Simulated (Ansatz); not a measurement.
Crystal: Nb.

```
Nb
1.0
     2.71964    0.00000    0.00000
     0.00000    2.71964    0.00000
     0.00000    0.00000    2.71964
Nb
1
Direct
  0.50000 0.50000 0.50000
```

The cell was built by a generator and needn't be a form met in nature.

```yaml
Program: Ansatz 0.2.0
Task: relaxation of cell and atoms
Functional: B3LYP
Potentials_or_basis: Ansatz PAW
Cutoff: "420 eV (not typed: the program's choice for these potentials)"
k_mesh: 5 × 5 × 5
Occupations: fermi-dirac, width 0.05 eV
Spin: no spin polarisation
```

At the start: volume 20.12 Å³/atom.

**Question.** How do energy, volume and symmetry change on relaxing?

**Answer.** It ends after 6 steps and the volume is 21.77 Å³/atom (+8.2 %); space group Pm-3m (No. 221, to 0.05 Å).

Step by step:
```
step  energy change (eV)  largest force (eV/Å)  volume (Å³)
   1              0.0000                0.0000        20.12
   2             -0.0555                0.0000        22.74
   3             -0.0710                0.0000        21.58
   4             -0.0717                0.0000        21.79
   5             -0.0717                0.0000        21.77
   6             -0.0719                0.0000        21.77
```

Final structure:
```yaml
crystal:
  lattice:
    - [2.79235, 0.00000, 0.00000]
    - [0.00000, 2.79235, 0.00000]
    - [0.00000, 0.00000, 2.79235]
  atoms:
    - { symbol: Nb, position: [0.50000, 0.50000, 0.50000] }
```

Caveat: the k mesh is coarse (spacing up to 0.46 Å⁻¹), so the values aren't converged, least of all with exact exchange; the plane-wave basis is chosen anew once the cell has moved, so the energies of steps on either side of that aren't comparable; the PAW data sets come from PBE, with cores solved anew for the run's functional, which leaves a small shift of forces and pressure.
